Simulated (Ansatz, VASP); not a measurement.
**One calculation of BeTe, two programs**

```
Be Te
1.0
     0.00000    2.74799    2.74799
     2.74799    0.00000    2.74799
     2.74799    2.74799    0.00000
Be Te
1 1
Direct
  0.00000 0.00000 0.00000
  0.75000 0.75000 0.75000
```

Alike in both runs: functional PBEsol; k mesh 8 × 8 × 8; no spin polarisation.

Ansatz relaxed the structure, and its values are those at the end. VASP's run is a single point on that final structure, the one shown.

|  | VASP | Ansatz |
| --- | --- | --- |
| version | VASP 6.6.1 | Ansatz 0.2.0 |
| potentials or method | VASP PAW PBE potentials, release 64 (Be, Te) | PAW with Ansatz's default frozen-core files, scalar-relativistic |
| plane-wave cutoff (eV) | 520 | 420 |
| occupations | gaussian, width 0.01 eV | fixed |
| valence electrons in the cell | 8 | 18 |

```tsv
	VASP	Ansatz	Ansatz less VASP
gap on the k mesh at the Fermi level (eV)	1.66	1.68	+0.021
pressure (GPa)	4.3	4.0	-0.32
```

The two sets of potentials don't hold the same shells in valence.

Caveats: the PAW data sets were made with another functional, which shifts forces and pressure a little (VASP); spin-orbit coupling is left out, which moves the levels of the heavy elements. A k mesh can miss the band edges.
